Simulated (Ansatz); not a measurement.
# Energy and pressure of Ti2Co against volume, without spin

Method: DFT PBEsol, scalar-relativistic, plane waves, PAW (Ansatz 0.2.0).

```yaml
crystal:
  lattice:
    - [0.00000, 3.36500, 3.36500]
    - [3.36500, 0.00000, 3.36500]
    - [3.36500, 3.36500, 0.00000]
  atoms:
    - { symbol: Ti, position: [0.12500, 0.12500, 0.12500] }
    - { symbol: Ti, position: [0.62500, 0.12500, 0.12500] }
    - { symbol: Ti, position: [0.12500, 0.12500, 0.62500] }
    - { symbol: Ti, position: [0.12500, 0.62500, 0.12500] }
    - { symbol: Co, position: [0.50000, 0.50000, 0.50000] }
    - { symbol: Co, position: [0.75000, 0.75000, 0.75000] }
```

```
plane-wave cutoff : 420 eV
Γ-centred k-mesh  : 10×10×10
occupation rule   : Gaussian smearing, 0.1 eV
spin treatment    : unpolarised
```

The cell is scaled evenly at fixed fractional positions, V₀ being the volume of the cell shown; start: no spin polarisation. Energies are extrapolated to zero smearing. A spin-polarised state can lie lower, at larger volumes above all.

```
 V/V₀  E above lowest (meV/atom) P (GPa)
0.800                          ?        ?
0.860                      416.0     53.7
0.920                      209.9     34.1
0.960                      118.9     23.9
1.000                          ?        ?
1.040                       19.8      8.6
1.100                        0.0      0.4
1.180                       25.1     -7.6
```

**Question.** Fill in the withheld rows.

**Answer.** The withheld rows:

```json
{"V/V₀": "0.800", "E above lowest (meV/atom)": "731.0", "P (GPa)": "80.1"}
{"V/V₀": "1.000", "E above lowest (meV/atom)": "57.2", "P (GPa)": "15.5"}
```

Cost: 8 runs of about 1.6 core-minutes in all, on Arm Neoverse V1 (shared hosts).